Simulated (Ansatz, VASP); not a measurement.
Two plane-wave programs on HfN

```
CELL_PARAMETERS angstrom
0.00000 2.21430 2.21430
2.21430 0.00000 2.21430
2.21430 2.21430 0.00000
ATOMIC_POSITIONS crystal
Hf 0.00000 0.00000 0.00000
N 0.50000 0.50000 0.50000
```

Alike in both runs: functional PBE; k mesh 16 × 16 × 16; occupations fermi-dirac, width 0.15 eV; no spin polarisation.

Ansatz relaxed the structure, and its values are those at the end. VASP's run is a single point on that final structure, the one shown.

|  | VASP | Ansatz |
| --- | --- | --- |
| version | VASP 6.6.1 | Ansatz 0.2.0 |
| potentials or method | VASP PAW PBE potentials, release 64 (Hf_pv, N) | scalar-relativistic, plane waves, PAW |
| plane-wave cutoff (eV) | 520 | 420 |
| valence electrons in the cell | 15 | 31 |

|  | VASP | Ansatz | Ansatz less VASP |
| --- | --- | --- | --- |
| gap on the k mesh at the Fermi level (eV) | none | none | - |
| pressure (GPa) | 22.5 | 25.0 | +2.52 |

A gap of «none» marks a metal or a gap that the smearing closes. The two sets of potentials don't hold the same shells in valence.

Caveats: so large a pressure means that the cell lies far from this level's equilibrium, or that cutoff or potentials fall short (VASP). The runs have no spin-orbit coupling, so splittings on Hf are missing.
